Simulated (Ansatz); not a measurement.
**Nb2COF MXene monolayer in a perpendicular field**

Wanted: the out-of-plane response of the Nb2COF MXene monolayer. A positive field points along +c.

Calculated with Ansatz 0.2.0; plane-wave DFT, PBE-D3(BJ), Ansatz PAW.

## (1) The starting structure

The cell holds 5 atoms: 1 F, 2 Nb, 1 C and 1 O. Cell: a = 3.151 Å, b = 3.151 Å, c = 40.043 Å, α = 90.0°, β = 90.0°, γ = 120.0°. Vacuum lies along c.

## (2) Relaxation

The starting cell is a guess, so the in-plane lattice and the atoms are relaxed first, with the slab cut off from its images along the normal.

Input file input.yaml:

```yaml
crystal:
  lattice:
    - [3.150576, 0.0, 0.0]
    - [-1.575288, 2.7284788526, 0.0]
    - [0.0, 0.0, 40.0426923709]
  atoms:
    - { symbol: F, position: [0.3333333333, 0.6666666667, 0.4432768865] }
    - { symbol: Nb, position: [0.6666666667, 0.3333333333, 0.4666694114], spin: 1.0 }
    - { symbol: C, position: [0.0, 0.0, 0.4977146103] }
    - { symbol: Nb, position: [0.3333333333, 0.6666666667, 0.5287598093], spin: 1.0 }
    - { symbol: O, position: [0.6666666667, 0.3333333333, 0.5567231135] }
  periodic: [true, true, false]
magnetization:
  spin_polarized: true
kpoints:
  mp_grid: { grid: [12, 12, 1] }
hamiltonian:
  xc: pbe
  dispersion: d3bj
scf:
  occupations: { method: fermi_dirac, width: 0.05 }
  convergence: { dr2_threshold: 1.0e-09 }
relax:
  f_tol: 0.004
  max_steps: 90
  cell: {}
output:
  write_potential: true
  write_density: true
  volumetric_format: npy
```

The run is started by

```console
$ ansatz run input.yaml --threads 2 --pin off --max-ram 3072MiB --backend cpu --events-out ev --progress --plain --runs-dir out
```

Numbers of over 12 decimals in the logs are rounded to 6 here.

What it wrote:

```text
Warning: relax.cell: scf.convergence.dr2_threshold = 1e-9 eV is looser than the 2.36417907841e-10 eV advised for a relaxation that steers and ends on the stress (1e-10 eV for each atom of the cell: 5, times the square of relax.cell.stress_2d_tol = 0.05 N/m over 14.5 Å (the atoms' height at the walk's start and 5 Å past either face), 3.438e-2 GPa, over a crystal's default 0.05). What an SCF threshold leaves in a stress goes as its square root, and in the free energy as the threshold itself, and one threshold admits the most on a small cell: [figures from the program's tests cut] Set scf.convergence.dr2_threshold to 2.36417907841e-10 eV or tighter. [rest of the remark cut]
Engine: ansatz 0.2.0, x86_64-unknown-linux-gnu
Pseudopotentials: kind: paw
Pseudopotential: F, paw, valence charge 7, recommended cutoff 420 eV (normal), F.paw.azcp
Pseudopotential: Nb, paw, valence charge 13, recommended cutoff 420 eV (normal), Nb.paw.azcp
Pseudopotential: C, paw, valence charge 4, recommended cutoff 420 eV (normal), C.paw.azcp
Pseudopotential: O, paw, valence charge 6, recommended cutoff 420 eV (normal), O.paw.azcp
Functional definition: PBE
  parameter kappa = 0.804
  parameter beta = 0.066725
  exchange = pbe_x(kappa = kappa, mu = beta*pi^2/3)
  correlation = pbe_c(beta = beta)
Crystal: 5 atoms, lattice volume = 344.218 Å³
Basis set: ecut = 420 eV, 6649 PW (Γ), exchange–correlation on 48×48×540 points (8 copies of the dense FFT grid, shifted against one another)
Bands: 28, of which v1, the nominal top of the filled ones, is band 22 counted from 1 (21 counted from 0)
Symmetry: 6 space group operations
Space group: P3m1 (ITA 156), of the structure as read, at distance tolerance 7.0e-5 Å
Magnetic group: BNS 156.49 (UNI 1279), of the structure as read, at distance tolerance 7.0e-5 Å
k-points: 19 of 144 (time reversal used)
Non-local potential: F, projectors of the file, l = 0: 2, l = 1: 2, l = 2: 1
Non-local potential: Nb, projectors of the file, l = 0: 3, l = 1: 2, l = 2: 2, l = 3: 1
Non-local potential: C, projectors of the file, l = 0: 2, l = 1: 2, l = 2: 1
Non-local potential: O, projectors of the file, l = 0: 2, l = 1: 2, l = 2: 1
PAW form: soft (Blöchl's): semilocal exchange-correlation on the pseudo side does not see the compensation charge
PAW one-centre angular grid: F, 110 points (default); XC on 64 Gauss nodes
PAW one-centre angular grid: Nb, 590 points (default); XC on 64 Gauss nodes
PAW one-centre angular grid: C, 110 points (default); XC on 64 Gauss nodes
PAW one-centre angular grid: O, 110 points (default); XC on 64 Gauss nodes
Initial density: superposition of atomic densities (neutral atoms: chi_scale 0, normalization atom)
Starting moments: Σ|m| = 2 μB on 2 of 5 sites
Initial wavefunctions: pseudopotential atomic-orbital guess
Functional: x = pbe(κ = 0.804, μ = 0.219515), c = pbe(β = 0.066725)
SCF iter   1: F=—  HF=-10740.280312 eV  |F-HF|=—  |Δ(HF+E_count)|=         —  Δρ=4.07e-2 (↑4.07e-2 ↓3.69e-2)  dr2=3.80e1  dr2_m=1.77e-1  M=0.558 μB ∫|m|=0.690 μB  β_m=0.30  ethr=3.10e-3  ⟨swp⟩=14.7  Hψ=8419  notcnv=0
Mixer restart at iter 1: flushing history
preconditioner: auto → LDOS  [metal: Δε(μ)=0.036 eV  Ē_g=10.644 eV  σ=0.050 eV  W_gap=0.17  n_scr=24 (ndim 8)  ℏωp=10.0 eV  f_vac=0.801  D(μ)=1.41/eV (n_scr^D=10)]
spin=Collinear: LDOS preconditioning applied to the charge; magnetization (m = ρ↑ − ρ↓) channel mixes plain (no charge-response kernel on spin).
SCF iter   2: F=—  HF=-10735.279155 eV  |F-HF|=—  |Δ(HF+E_count)|=    5.00e0  Δρ=2.07e-2 (↑2.07e-2 ↓1.75e-2)  dr2=9.49e0  dr2_m=9.20e-2  M=0.499 μB ∫|m|=0.624 μB  β_m=0.44  ethr=3.10e-3  ⟨swp⟩=4.9  Hψ=3607  notcnv=0  defer=27
SCF iter   3: F=—  HF=-10734.158157 eV  |F-HF|=—  |Δ(HF+E_count)|=    1.12e0  Δρ=6.03e-3 (↑6.00e-3 ↓6.03e-3)  dr2=3.07e-1  dr2_m=2.03e-2  M=0.388 μB ∫|m|=0.472 μB  β_m=0.58  ethr=3.10e-3  ⟨swp⟩=5.7  Hψ=3510  notcnv=0  defer=32
SCF iter   4: F=—  HF=-10734.229098 eV  |F-HF|=—  |Δ(HF+E_count)|=   7.09e-2  Δρ=2.79e-3 (↑2.79e-3 ↓1.96e-3)  dr2=1.20e-1  dr2_m=7.33e-3  M=0.267 μB ∫|m|=0.320 μB  β_m=0.66  ethr=7.14e-4  ⟨swp⟩=5.5  Hψ=2565  notcnv=0  defer=23
SCF iter   5: F=—  HF=-10734.261114 eV  |F-HF|=—  |Δ(HF+E_count)|=         —  Δρ=1.78e-3 (↑1.78e-3 ↓1.31e-3)  dr2=9.92e-3  dr2_m=6.90e-3  M=0.094 μB ∫|m|=0.126 μB  β_m=0.66  ethr=2.80e-4  ⟨swp⟩=4.9  Hψ=2068  notcnv=0  defer=22
SCF iter   6: F=—  HF=-10734.262161 eV  |F-HF|=—  |Δ(HF+E_count)|=   1.05e-3  Δρ=7.23e-4 (↑7.23e-4 ↓7.16e-4)  dr2=1.85e-4  dr2_m=1.56e-3  M=0.060 μB ∫|m|=0.080 μB  β_m=0.83  ethr=2.31e-5  ⟨swp⟩=4.1  Hψ=2535  notcnv=0  defer=24
SCF iter   7: F=—  HF=-10734.262872 eV  |F-HF|=—  |Δ(HF+E_count)|=   7.11e-4  Δρ=2.35e-4 (↑2.09e-4 ↓2.35e-4)  dr2=1.04e-4  dr2_m=1.30e-4  M=0.022 μB ∫|m|=0.032 μB  β_m=0.84  ethr=4.30e-7  ⟨swp⟩=4.8  Hψ=3246  notcnv=0  defer=18
SCF iter   8: F=—  HF=-10734.262971 eV  |F-HF|=—  |Δ(HF+E_count)|=   9.93e-5  Δρ=9.07e-5 (↑9.01e-5 ↓9.07e-5)  dr2=3.96e-5  dr2_m=2.23e-5  M=0.009 μB ∫|m|=0.015 μB  β_m=0.92  ethr=2.41e-7  ⟨swp⟩=3.8  Hψ=2629  notcnv=0  defer=18
SCF iter   9: F=—  HF=-10734.263008 eV  |F-HF|=—  |Δ(HF+E_count)|=   3.71e-5  Δρ=4.32e-5 (↑4.32e-5 ↓3.66e-5)  dr2=1.79e-5  dr2_m=2.15e-6  M=0.002 μB ∫|m|=0.004 μB  β_m=0.86  ethr=9.21e-8  ⟨swp⟩=3.7  Hψ=2490  notcnv=0  defer=20
SCF iter  10: F=—  HF=-10734.263008 eV  |F-HF|=—  |Δ(HF+E_count)|=   3.93e-7  Δρ=1.65e-5 (↑1.43e-5 ↓1.65e-5)  dr2=1.49e-6  dr2_m=5.57e-7  M=0.000 μB ∫|m|=0.001 μB  β_m=0.93  ethr=4.15e-8  ⟨swp⟩=3.5  Hψ=2470  notcnv=0  defer=18
SCF iter  11: F=—  HF=-10734.263009 eV  |F-HF|=—  |Δ(HF+E_count)|=   7.46e-7  Δρ=5.13e-6 (↑5.13e-6 ↓3.70e-6)  dr2=2.04e-7  dr2_m=2.99e-8  M=0.000 μB ∫|m|=0.000 μB  β_m=0.95  ethr=3.46e-9  ⟨swp⟩=3.9  Hψ=2497  notcnv=0  defer=18
SCF iter  12: F=—  HF=-10734.263009 eV  |F-HF|=—  |Δ(HF+E_count)|=   2.17e-7  Δρ=1.57e-6 (↑1.10e-6 ↓1.57e-6)  dr2=2.95e-8  dr2_m=1.67e-9  M=0.000 μB ∫|m|=0.000 μB  β_m=0.90  ethr=4.74e-10  ⟨swp⟩=3.8  Hψ=2456  notcnv=0  defer=18
SCF iter  13: F=—  HF=-10734.263009 eV  |F-HF|=—  |Δ(HF+E_count)|=   5.66e-9  Δρ=3.87e-7 (↑2.89e-7 ↓3.87e-7)  dr2=2.03e-9  dr2_m=1.68e-10  M=0.000 μB ∫|m|=0.000 μB  β_m=0.87  ethr=6.85e-11  ⟨swp⟩=3.8  Hψ=2410  notcnv=0  defer=18
SCF iter  14: F=-10734.263009 eV  HF=-10734.263009 eV  |F-HF|=2.18e-11  |Δ(HF+E_count)|=   2.79e-9  Δρ=1.50e-7 (↑1.50e-7 ↓1.09e-7)  dr2=3.33e-10  dr2_m=1.75e-11  M=0.000 μB ∫|m|=0.000 μB  ethr=2.33e-12  ⟨swp⟩=9.7  Hψ=9193  notcnv=0
[...]
relax step   7: F+E_penalty+E_count = -10735.72367795 eV  Δ(F+E_penalty+E_count) = +4.919e-6 eV  max|allowed force component| = 2.259e-3 eV/Å  Δτ_max = 0.0004 Å  P = +0.006 N/m  Ω = 337.724 Å³  energy of the carried Pulay correction = +3.355e-3 eV  fix = [c, alpha, beta]  reactions: c +0.000 N/m  (5 SCF iters, accepted)
[...]
relax step   8: F+E_penalty+E_count = -10735.72066519 eV  Δ(F+E_penalty+E_count) = +3.013e-3 eV  max|allowed force component| = 2.551e-3 eV/Å  Δτ_max = 0.0000 Å  P = -0.055 N/m  Ω = 337.724 Å³  fix = [c, alpha, beta]  reactions: c -0.000 N/m  stress off target by 5.53e-2 N/m on what of the cell is left free  SCF on the basis re-selected at this cell (its energy is not comparable with the rows above)  (5 SCF iters)
[...]
relax step   9: F+E_penalty+E_count = -10735.72075427 eV  Δ(F+E_penalty+E_count) = -8.908e-5 eV  max|allowed force component| = 3.802e-3 eV/Å  Δτ_max = 0.0005 Å  P = +0.018 N/m  Ω = 337.572 Å³  energy of the carried Pulay correction = +8.351e-5 eV  fix = [c, alpha, beta]  reactions: c +0.000 N/m  (6 SCF iters, accepted)
iter 1 solved again at ethr=1.53e-7 eV; its pass at ethr=3.10e-3 eV (dr2=6.59e-5 eV) is discarded
SCF iter   1: F=—  HF=-10735.720821 eV  |F-HF|=—  |Δ(HF+E_count)|=         —  Δρ=1.03e-6 (↑1.03e-6 ↓1.03e-6)  dr2=5.93e-9  dr2_m=2.36e-11  M=0.000 μB ∫|m|=0.000 μB  β_m=0.65  ethr=1.53e-7  ⟨swp⟩=7.0  Hψ=14274  notcnv=0
eigensolver tolerance schedule: the retry pair's looser diagonalisation over-reported the residual by 11105.18 of it (diagonalisation noise at 1.22 of the residual, at the tolerance the schedule requests for it); recorded, not acted on — ethr = c·dr2/N_el stays at c = 1.0e-1
preconditioner: auto → LDOS  [metal: Δε(μ)=0.062 eV  Ē_g=8.913 eV  σ=0.050 eV  W_gap=0.29  n_scr=20 (ndim 8)  ℏωp=10.1 eV  f_vac=0.808  D(μ)=1.67/eV (n_scr^D=12)]
spin=Collinear: LDOS preconditioning applied to the charge; magnetization (m = ρ↑ − ρ↓) channel mixes plain (no charge-response kernel on spin).
SCF iter   2: F=—  HF=-10735.720690 eV  |F-HF|=—  |Δ(HF+E_count)|=   1.30e-4  Δρ=6.84e-7 (↑6.84e-7 ↓6.76e-7)  dr2=6.07e-9  dr2_m=6.79e-12  M=0.000 μB ∫|m|=0.000 μB  β_m=0.33  ethr=1.38e-11  ⟨swp⟩=6.7  Hψ=4726  notcnv=0
SCF iter   3: F=—  HF=-10735.720690 eV  |F-HF|=—  |Δ(HF+E_count)|=   2.88e-9  Δρ=3.60e-7 (↑3.59e-7 ↓3.60e-7)  dr2=1.23e-9  dr2_m=7.69e-12  M=0.000 μB ∫|m|=0.000 μB  β_m=0.67  ethr=1.38e-11  ⟨swp⟩=3.0  Hψ=1852  notcnv=0
SCF iter   4: F=-10735.720690 eV  HF=-10735.720690 eV  |F-HF|=5.31e-10  |Δ(HF+E_count)|=  6.55e-10  Δρ=1.89e-7 (↑1.89e-7 ↓1.88e-7)  dr2=3.48e-10  dr2_m=1.50e-12  M=0.000 μB ∫|m|=0.000 μB  ethr=2.33e-12  ⟨swp⟩=14.2  Hψ=9946  notcnv=0
the starting moments were not kept: the SCF closed with an absolute magnetisation of 2.6e-6 μB, where they sum to 2 μB in size (2 sites). That is at most 0.1 of that sum. Measured as dr2_m measures the in/out step, that magnetisation stands 8.8e-13 eV from none, at or under the dr2_threshold of 1.0e-9 eV: it is no larger than a step whose dr2_m would equal this threshold.
SCF 10 converged in 4 iterations: F = -10735.720690 eV  dr2 = 3.48e-10
relax step  10: F+E_penalty+E_count = -10735.72069016 eV  Δ(F+E_penalty+E_count) = +6.411e-5 eV  max|allowed force component| = 3.808e-3 eV/Å  Δτ_max = 0.0000 Å  P = +0.017 N/m  Ω = 337.572 Å³  fix = [c, alpha, beta]  reactions: c +0.000 N/m  stress off target by 1.68e-2 N/m on what of the cell is left free  SCF on the basis re-selected at this cell (its energy is not comparable with the rows above)  (4 SCF iters)
basis re-selected at this cell: Δ(F+E_penalty+E_count) = +6.411e-5 eV, ΔP = -0.001 N/m vs the last step (what re-selecting the basis moved, of the pressure what is left beyond the Pulay correction that the steps carried, after the strain that the cell walked since its last selection, with what the two solves' SCF thresholds leave and, on support functions, any second-order correction that the steps lacked; it is no m [...]
WARN: The output density's exchange-correlation potential varies sharply where the density is thin. Do not read a vacuum level from v_tot or v_xc, or from such a field of the output density. On a cell that repeats whose density bears no net charge and no dipole along the vacuum's axis use v_es (v_loc + v_h of the components); under efield.dipole_correction with no amplitude use v_es + v_field, which holds any externa [...]
SCF converged after 4 iterations
Magnetization: 0.0000 μB (21.5000 up, 21.5000 down)
Absolute magnetization: 0.0000 μB (∫|ρ↑−ρ↓|, with the PAW one-centre terms)
Spin contamination: 0.0000 ħ² per cell (⟨S²⟩ above its minimum at these occupations)
Per-site moments (μB) at R_I (Å): [(3.6402355337282956e-8, 0.946877), (8.733860211153599e-7, 0.881044), (-3.6275950458247454e-7, 0.881044), (8.448517021014955e-8, 0.865546), (-1.1617053155080007e-7, 0.865546)]
Free energy (F): -10735.720690 eV
Harris-Foulkes:  -10735.720690 eV  (|F-HF|=5.31e-10)
Internal energy: -10735.707843 eV  (E = F + TS)
E sigma→0 (E₀):  -10735.714267 eV
Entropy (-TS):   -0.012847 eV (-2.569 meV/atom)
Fermi energy:    -5.374336 eV
--- Per-component energies (eV) ---
  E_band       = -1052.268996
  E_kinetic    = 1262.393807
  E_local      = -162072.627001  (includes V_loc(G=0)·N_el)
  E_nonlocal   = 384.091683
  E_hartree    = 80189.606976
  E_xc         = -554.818099
  E_vxc        = -684.697995  (∫ρ·V_xc dr)
  E_paw        = -6602.525942  (= ΣΔE_a)
  E_vpaw       = -320.648571  (= ΣTr[D̂ρ^β])
  E_aug_tail   = 0.004487  (compensation charges beyond the density's cutoff)
  E_ewald      = 76659.421533
  E_disp       = -1.255287  (pairwise vdW)
  E_smearing   = -0.012847  (= −TS)
  E_closure    = -0.000000  (closes the sum)
  Σ components = -10735.720690   (vs F -10735.720690, Δ=0.00e0)
--- Forces (eV/Å), atoms counted from 1 ---
  atom   1  F      0.00000000     0.00000000     0.00013753
  atom   2  Nb     0.00000000     0.00000000    -0.00374970
  atom   3  C      0.00000000     0.00000000     0.00239198
  atom   4  Nb     0.00000000    -0.00000000    -0.00258844
  atom   5  O      0.00000000    -0.00000000     0.00380789
  max |Σ_I F_I| component: 7.51e-7 eV/Å
--- 2D stress c σ (N/m, compression-positive) ---
        0.016848       0.000000      -0.000000
        0.000000       0.016848       0.000000
       -0.000000       0.000000       0.000000
  P = ½ c Tr σ = 0.0168 N/m
--- Band table (eV; the first three rows and the last of 38) ---
  k-point 0 ↑: bands = [... 18 lower, -8.4894, -8.4894, -6.1938, -6.1938, -5.4681, -3.9032, -3.9032, -3.2589, ... 2 higher]
  k-point 1 ↑: bands = [... 18 lower, -8.5968, -8.5829, -6.3449, -6.0556, -5.4277, -3.9622, -3.7771, -3.2056, ... 2 higher]
  k-point 2 ↑: bands = [... 18 lower, -8.8119, -8.6053, -6.6779, -5.6564, -5.3560, -3.9324, -3.5424, -3.0855, ... 2 higher]
  k-point 18 ↓: bands = [... 18 lower, -9.3193, -9.3092, -5.5879, -5.1829, -4.4603, -3.5640, -3.0423, -2.5336, ... 2 higher]
  the weakly bound empty levels are not read free of the cell's end (no_gap_told)
--- Relaxed structure (8 steps of the walk, 8 accepted, 2 SCFs on fresh bases) ---
  F+E_penalty+E_count = -10735.72069016 eV   max|allowed force component| = 3.808e-3 eV/Å   (the final SCF, on the basis selected at the relaxed cell)
  cell:  # Å, volume = 337.5721 Å³
    - [3.120012, 0, 0]
    - [-1.560006, 2.702010, 0]
    - [0, 0, 40.0426923709]
  atoms:
    - { symbol: F, position: [0.333333, 0.666667, 0.435157] }
    - { symbol: Nb, position: [0.666667, 0.333333, 0.470689] }
    - { symbol: C, position: [0, 0, 0.499349] }
    - { symbol: Nb, position: [0.333333, 0.666667, 0.530538] }
    - { symbol: O, position: [0.666667, 0.333333, 0.557411] }
```

Run time: 8 min. Hardware: 2 threads of Intel Xeon at 2.50GHz (Skylake/Cascade Lake), shared host; peak memory 0.78 GiB; 13 min of CPU time.

Relaxation path:

```
step  energy less that of the first step (eV)  largest force component (eV/Å)  volume (Å³)
   1                                   0.0000                          7.1399       344.22
   2                                  -1.2923                          1.4527       344.84
   3                                  -1.4553                          0.1927       334.77
   4                                  -1.4607                          0.0373       337.49
   5                                  -1.4607                          0.0087       337.65
   6                                  -1.4607                          0.0050       337.71
   7                                  -1.4607                          0.0023       337.72
  8*                                  -1.4577                          0.0026       337.72
   9                                  -1.4577                          0.0038       337.57
 10*                                  -1.4577                          0.0038       337.57
```

Relaxation steps marked * repeat the geometry before them on a plane-wave basis chosen anew for their cell, so energy and pressure can jump there.

The run keeps the 6 symmetry operations that it works with, so distortions that break them were not tested.

```
cell as run  before  after  change
      a (Å)   3.151  3.120  -1.0 %
      b (Å)   3.151  3.120  -1.0 %
```

The atoms that moved most (Å, along periodic axes as changes of fractional coordinates times the final cell, across vacuum about the mean position):

```
atom     dx     dy      dz  length
  F1  0.000  0.000  -0.325   0.325
 Nb2  0.000  0.000   0.161   0.161
 Nb4  0.000  0.000   0.071   0.071
  C3  0.000  0.000   0.065   0.065
  O5  0.000  0.000   0.028   0.028
```

The relaxed structure:

```cif
data_structure
_symmetry_space_group_name_H-M 'P 1'
_symmetry_Int_Tables_number 1
_cell_length_a 3.1200
_cell_length_b 3.1200
_cell_length_c 40.0427
_cell_angle_alpha 90.000
_cell_angle_beta 90.000
_cell_angle_gamma 120.000
_cell_volume 337.57
loop_
_atom_site_label
_atom_site_type_symbol
_atom_site_fract_x
_atom_site_fract_y
_atom_site_fract_z
_atom_site_occupancy
F1 F 0.33333 0.66667 0.43516 1
Nb2 Nb 0.66667 0.33333 0.47069 1
C3 C 0.00000 0.00000 0.49935 1
Nb4 Nb 0.33333 0.66667 0.53054 1
O5 O 0.66667 0.33333 0.55741 1
```

Numbers from this step:

* energy at zero smearing: -10735.7143 eV

The lattice constant a goes from 3.151 to 3.120 Å.

(Part 1 of 2 ends here.)

[Logs are printed without paths, hosts, clocks, repeated set-up lines and the standing remarks that a program may print on its own settings, such as how far it seeks lower states.]

[Hosts, paths, dates, database ids (printed as entryN), source tags and the programs' standing remarks are cut or masked in the printed files.]

[Maps of the electrostatic potential energy from Ansatz leave out the sawtooth potential of an applied field or a dipole correction, so their vacuum need not be flat; planar profiles and work functions include it.]
